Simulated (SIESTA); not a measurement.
**HfB2 in SIESTA: the effect of strain zz**

HfB2:

```xyz
3
Lattice="3.1400 0.0000 0.0000 -1.5700 2.7193 0.0000 0.0000 0.0000 3.3408" Properties=species:S:1:pos:R:3 pbc="T T T"
Hf    0.0000    0.0000    0.0000
B     1.5700    0.9064    1.6704
B     0.0000    1.8129    1.6704
```

The cell isn't the ideal one: cell strained along z.

Alike in all runs:

```yaml
Program: SIESTA 5.4.2
Task: band structure
Functional: PBEsol
Potentials_or_basis: PseudoDojo 0.4 standard (PBEsol files)
Basis: DZP (energy shift 0.003 Ry; two zetas on semicore shells)
Grid_cutoff: 800 Ry
Energy_shift: 0.003 Ry
k_mesh: 10 × 10 × 8
Occupations: fermi-dirac, width 0.05 eV
Spin: no spin polarisation
```

| strain zz | pressure (GPa) |
| --- | --- |
| -0.04 | 7.8 |
| -0.02 | 2.2 |
| 0 | ? |
| 0.02 | -7.3 |
| 0.04 | -11.1 |

Q: What does the run with strain zz 0 give?

A: Pressure -2.9 GPa.

Worked out: A parabola through the other rows of the pressure, of slope -237 GPa per unit of strain zz there, gives -2.8 GPa, against the run's -2.9.

Caveats: short orbitals over semicore shells can move pressures by several GPa; the basis of atomic orbitals isn't converged, which shifts pressures, moduli and gaps.
